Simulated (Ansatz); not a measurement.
# PbS: the band gap up the ladder of functionals

One table from this session's results is given with a row withheld; the runs are named, their logs left out.

Code: Ansatz 0.2.0. PAW datasets, plane waves. The values are computed, spin-unpolarised, and not measurements.

**The cell**

The cell was relaxed beforehand with r2SCAN+rVV10.

It is tetragonal, I4/mmm (No. 139); a = 4.199 Å, c = 5.955 Å in the conventional setting, 26.24 Å³ an atom. Around Pb lie 6 S at 2.97–2.98 Å; around S lie 6 Pb at 2.97–2.98 Å.

Structure file:

Space group I4/mmm (No. 139). a = 4.199 Å, b = 4.199 Å, c = 5.955 Å, α = 90.00°, β = 90.00°, γ = 90.00°
```tsv
atom	site	symmetry	x	y	z
Pb	2b	4/mmm	0.5000	0.5000	0.0000
S	2a	4/mmm	0.0000	0.0000	0.0000
```

The first run:

input.yaml reads:

```yaml
crystal:
  lattice:
    - [2.9546833661, -2.968912251, 0.2885226881]
    - [2.9546833661, 2.968912251, 0.2885226881]
    - [-0.5835746326, 0.0, 5.9261866124]
  atoms:
    - { symbol: Pb, position: [0.7499847761, 0.7499847761, 0.750002147] }
    - { symbol: Pb, position: [0.2500152239, 0.2500152239, 0.249997853] }
    - { symbol: S, position: [0.2500781931, 0.2500781931, 0.750027077] }
    - { symbol: S, position: [0.7499218069, 0.7499218069, 0.249972923] }
kpoints:
  mp_grid: { grid: [6, 6, 4] }
  band_path:
    path:
      - [[0.0, 0.0, 0.0], [-1.273530288689e-18, -1.273530288689e-18, 0.5], [-0.4998260726528, 0.4998260726528, 0.5]]
      - [[-0.5001739273472, -0.4998260726528, 0.5], [-0.5, -0.5, 0.5], [0.0, 0.0, 0.0], [-0.5, 0.5, 1.027545682656e-19]]
      - [[-0.5, -3.854023089545e-17, 0.5], [0.0, 0.0, 0.0], [-0.5, -3.904999026072e-17, 2.944495574267e-17]]
    npoints: 10
hamiltonian:
  xc: pbe
scf:
  occupations: { method: fermi_dirac, width: 0.02 }
  n_extra_bands: 5
output:
  forces: true
  stress: true
  eigenvalues: true
  write_density: true
  write_potential: true
  elf: true
  volumetric_format: npy
```

Command:

```
ansatz run input.yaml --threads 2 --pin off --max-ram 2211MiB --backend cpu --events-out ev --progress --plain --runs-dir out
```

Among the steps run: PBE bands along the symmetry lines; Single point with r2SCAN; Single point with HSE06; Single point with PBE+SOC; PBE0 at the same geometry; LDA at the same geometry; One-shot GW from PBE; DDH-PBE0; HSE06+SOC at the same geometry; r2SCAN0 at the same geometry; Hartree-Fock.

One table of the session follows, with a row left open; its other results are not shown here.

```
                     level  gap (eV)
                       PBE      0.37
                    r2SCAN      0.63
                     HSE06      0.82
                   PBE+SOC      0.06
                      PBE0      1.42
                       LDA         ?
G0W0@PBE (313 empty bands)      0.52
                  DDH-PBE0      0.61
                 HSE06+SOC      0.33
                   r2SCAN0      1.61
              Hartree-Fock      5.33
```

Estimate the missing values for LDA.

As computed: gap (eV): 0.25. In the column «gap (eV)» it lies between PBE+SOC (0.06) and HSE06+SOC (0.33).

Meshes: PBE 6×6×4, r2SCAN 6×6×4, HSE06 4×4×4, PBE+SOC 6×6×4, PBE0 4×4×4, LDA 6×6×4, DDH-PBE0 4×4×4, HSE06+SOC 4×4×2, r2SCAN0 4×4×4, Hartree-Fock 4×4×4

In words: PBE+SOC gives the least gap, 0.06 eV, and Hartree-Fock the largest, 5.33 eV. Against G0W0@PBE, PBE is short by 0.15 eV, at 72 % of it, and r2SCAN 121 %. PBE0 lies 0.61 eV above HSE06, which differs from it by screening the long-range exchange. Hartree-Fock lies above G0W0@PBE by 4.8 eV. No extrapolation in bands, cutoff or mesh was made for G0W0.

Limits of these values: Warnings in the runs' records: stress exchange threshold loose, stress scf threshold loose, qp edge doubted.
